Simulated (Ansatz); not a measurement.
# MgO: the cost of one run

Computed with Ansatz 0.2.0 (DFT PBEsol, scalar-relativistic, plane waves, PAW, unless a step's input says otherwise).

The COD cell was measured well above room temperature, so it is larger than a cold one.

3 further runs of the same task are left out: 3 set aside as unsound or not needed.

## Step 1: The starting structure

It takes space group Fm-3m (No. 225, cubic). The conventional cell has a = 4.214 Å, b = 4.214 Å, c = 4.214 Å, α = 90.00°, β = 90.00°, γ = 90.00°. Mg (site symmetry m-3m) is surrounded by 6 O at 2.11 Å. Around O (site symmetry m-3m) lie 6 Mg at 2.11 Å.

Coordinates:

```xyz
2
Lattice="0.0000 2.1071 2.1071 2.1071 0.0000 2.1071 2.1071 2.1071 0.0000" Properties=species:S:1:pos:R:3 pbc="T T T"
Mg    0.0000    0.0000    0.0000
O     2.1071    2.1071    2.1071
```

This cell was relaxed beforehand with the same method: volume 9.36 Å³/atom, gap on the mesh 4.62 eV.

## Step 2: Relaxing at 12 GPa

What is minimised here is the enthalpy; the energy can go up as the cell is squeezed.

input.yaml

```yaml
crystal:
  lattice:
    - [0.0, 2.1070853429, 2.1070853429]
    - [2.1070853429, 0.0, 2.1070853429]
    - [2.1070853429, 2.1070853429, 0.0]
  atoms:
    - { symbol: Mg, position: [0.0, 0.0, 0.0] }
    - { symbol: O, position: [0.5, 0.5, 0.5] }
basis:
  ecutwfc: 420
kpoints:
  mp_grid: { grid: [10, 10, 10] }
hamiltonian:
  xc: pbesol
scf:
  occupations: { method: fixed }
output:
  forces: true
  stress: true
  eigenvalues: true
relax:
  adjacent_minimum: "off"
  f_tol: 0.001
  max_steps: 60
  cell: { stress_tol: 0.02, p_target: 12.0 }
```

The run is started by

```sh
ansatz run input.yaml --threads 1 --pin off --max-ram 3072MiB --backend cpu --events-out ev --progress --plain --runs-dir out
```

What time and memory should one allow on 1 thread of Intel Xeon 6975P-C (Granite Rapids), shared host?

About 3.4 s, with a peak of 0.32 GiB.
